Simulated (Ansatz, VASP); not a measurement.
## V in VASP and in Ansatz

```
V
1.0
    -1.53428    1.53428    1.53428
     1.53428   -1.53428    1.53428
     1.53428    1.53428   -1.53428
V
1
Direct
  0.00000 0.00000 0.00000
```

Change from the starting cell: volume scaled by 1.04.

Alike in both runs: task single point; functional LDA; k mesh 12 × 12 × 12; occupations fermi-dirac, width 0.05 eV; collinear spin.

|  | VASP | Ansatz |
| --- | --- | --- |
| version | VASP 6.6.1 | Ansatz 0.2.0 |
| potentials or method | VASP PAW LDA potentials, release 64 (V_sv), cutoff 520 eV | all-electron LAPW, scalar-relativistic |

|  | VASP | Ansatz | Ansatz less VASP |
| --- | --- | --- | --- |
| gap on the k mesh at the Fermi level (eV) | none | none | - |
| pressure (GPa) | -22.4 | -22.7 | -0.32 |
| net moment per atom (μB) | 0.00 | 0.00 | -0.001 |

A gap of «none» marks a metal or a gap that the smearing closes. Ansatz ran all-electron here, so the differences hold the error of VASP's frozen core and of both bases.

Caveats: so large a pressure means that the cell lies far from this level's equilibrium, or that cutoff or potentials fall short (VASP); the starting moments weren't kept (Ansatz).
